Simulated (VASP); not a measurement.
Set up this calculation in VASP 6.6.1, as the native input.

* Task: relaxation of cell and atoms
* Functional: PBE
* Potentials or basis: VASP PAW PBE potentials, release 64 (Ni)
* Cutoff: 520 eV
* k mesh: 8 × 8 × 8
* Occupations: gaussian, width 0.1 eV
* Spin: collinear spin, ferromagnetic start
* Starting moments: [0.8] μB
* Further INCAR settings: ALGO = Normal; EDIFF = 1e-07; IBRION = 2; EDIFFG = -0.002; NSW = 80; ISIF = 3

The structure of Ni lies in POSCAR:

```
Ni                                      
1.0
    0.0000000000      1.7599201472      1.7599201472
    1.7599201472      0.0000000000      1.7599201472
    1.7599201472      1.7599201472      0.0000000000
  Ni            
     1
Direct
     0.0000000000000000    0.0000000000000000    0.0000000000000000
```

One way to write it, as run:

INCAR

```
ALGO = Normal ; EDIFF = 1E-7
EDIFFG = -0.002 ; ENCUT = 520
GGA = PE ; IBRION = 2
ISIF = 3 ; ISMEAR = 0
ISPIN = 2 ; LASPH = True
LCHARG = False ; LMAXMIX = 4
LORBIT = 11 ; LREAL = False
LWAVE = False ; MAGMOM = 0.8
NELM = 150 ; NSW = 80
PREC = Accurate ; SIGMA = 0.1
```

KPOINTS

```
k-points
0
Gamma
  8 8 8
```

Potentials or basis: VASP PAW PBE potentials, release 64 (Ni).

Command:

```sh
$ cat potpaw_PBE.64/Ni/POTCAR > POTCAR
$ mpirun -np 1 vasp_std > vasp.out
```

Results of the run:

```json
{
  "Pressure after relaxing": "0.0 GPa",
  "Band gap on the k mesh": "none (metal or under the smearing width)",
  "Net moment": "0.70 μB per cell",
  "Site moments": "Ni +0.71 μB",
  "Valence electrons inside the program's atomic spheres": "Ni 9.30"
}
```

Caveat: the k mesh is coarse (spacing up to 0.39 Å⁻¹), so the values aren't converged; the relaxation stopped at its first step, so nothing moved.

Run time: 9.4 s on 1 thread of Intel(R) Xeon(R) Platinum 8259CL CPU @ 2.50GHz (Skylake/Cascade Lake), with other jobs on the host, peak memory 0.13 GiB.
